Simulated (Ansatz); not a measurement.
# Si: energy along a strain

Si, C2/m, a = 13.717 Å, b = 3.817 Å, c = 6.291 Å, β = 96.7°. This isn't the element's structure at ambient conditions. Ansatz: LDA, PAW, 420 eV, Γ-centred 10×10×6 mesh on 8 atoms, Gaussian smearing 0.03 eV; no spin polarisation. Cell vectors (Å): 6.859 -1.908 0.002; 6.859 1.908 0.002; -0.739 0.000 6.247. The cell is strained by x per cent times the pattern (1 -1 0 0 0 0) in the order xx yy zz yz xz xy (engineering shears), with fractional coordinates held. y is the free energy over the start, V0 = 20.443 Å³/atom.

```
x (%) y (meV/atom)
-4.00             ?
-3.00         20.42
-2.00          9.10
-1.00          2.29
 0.00          0.00
 1.00          2.26
 2.00          9.09
 3.00         20.52
 3.50         27.97
 4.00         36.59
```

Fit y = c2 x² + c3 x³ to the other rows, get the stiffness along the pattern, and predict the missing energy.

Least squares on the rows shown. y = 2.2758 x² + 0.0023789 x³. The clamped-ion stiffness p·C·p = 2 × 22.76 eV × 160.2 / 20.443 Å³ = 357 GPa. At x = -4.00 the fit asked for gives 36.26 meV/atom. The run gave 36.15 meV/atom, so the fit is 0.11 meV/atom too high, a small miss on the scale of the series.

Cost: 10 runs of about 14 core-minutes in all, on Intel Xeon Processor @ 2.50GHz (Skylake/Cascade Lake) (shared hosts).

The energy rises almost parabolically in both directions, so the lattice resists this shear-like distortion with little anharmonicity. The strain conserves volume to first order, and the cost therefore comes mainly from bending and stretching directional covalent bonds rather than from compression. Since x and y are not equivalent in a monoclinic crystal, an odd term is allowed, but it stays small. Its sign is telling: the negative side is slightly higher at 1 and 2 %, the positive side at 3 and 4 %. This suggests a weak linear term from residual anisotropic stress, which the fit form excludes and which may account for part of the miss at -4.00, although numerical noise could contribute at the smallest strains.

The 357 GPa is the combination C11 + C22 − 2C12, not a single elastic constant or a conventional shear modulus. Because the strain keeps the monoclinic symmetry but leaves the atoms free internal coordinates, relaxing them can only lower this value. Positive curvature along one pattern doesn't establish elastic stability against the others.
